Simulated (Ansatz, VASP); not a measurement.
PbSe in VASP and in Ansatz

The input INCAR:

```
SYSTEM = PbSe
PREC = Accurate ; ENCUT = 520
EDIFF = 1E-6 ; ISMEAR = 0
SIGMA = 0.02 ; LREAL = .False.
LASPH = .True. ; NELM = 100
ALGO = Normal ; ISIF = 2
LWAVE = .False. ; LCHARG = .True.
GGA = CA ; LELF = .True.
LVHAR = .True. ; NBANDS = 17
```

Contents of KPOINTS:

```
regular mesh
0
Gamma
  10 10 10
  0 0 0
```

Contents of POSCAR:

```
PbSe
1.0
    0.0000000000      3.2217000000      3.2217000000
    3.2217000000      0.0000000000      3.2217000000
    3.2217000000      3.2217000000      0.0000000000
Pb Se
1 1
Direct
    0.0000000000      0.0000000000      0.0000000000
    0.2500000000      0.2500000000      0.2500000000
```

Input for Ansatz:

```yaml
crystal:
  lattice:
    - [0.0, 3.2217, 3.2217]
    - [3.2217, 0.0, 3.2217]
    - [3.2217, 3.2217, 0.0]
  atoms:
    - { symbol: Pb, position: [0.0, 0.0, 0.0] }
    - { symbol: Se, position: [0.25, 0.25, 0.25] }
basis:
  ecutwfc: 420
kpoints:
  mp_grid: { grid: [10, 10, 10] }
hamiltonian:
  xc: lda
scf:
  occupations: { method: gaussian, width: 0.02 }
output:
  forces: true
  stress: true
  eigenvalues: true
  write_density: true
  write_potential: true
  elf: true
  volumetric_format: npy
```

Alike in both runs: task single point; functional LDA; k mesh 10 × 10 × 10; occupations gaussian, width 0.02 eV; no spin polarisation.

|  | VASP | Ansatz |
| --- | --- | --- |
| version | VASP 6.6.1 | Ansatz 0.2.0 |
| potentials or method | VASP PAW LDA potentials, release 64 (Pb_d, Se) | scalar-relativistic, plane waves, PAW |
| plane-wave cutoff (eV) | 520 | 420 |
| valence electrons in the cell | 20 | 30 |

```tsv
	VASP	Ansatz	Ansatz less VASP
gap on the k mesh at the Fermi level (eV)	none	none	-
pressure (GPa)	5.9	5.8	-0.14
```

A gap of «none» marks a metal or a gap that the smearing closes. The two sets of potentials don't hold the same shells in valence.

The runs have no spin-orbit coupling, so splittings on Pb are missing.
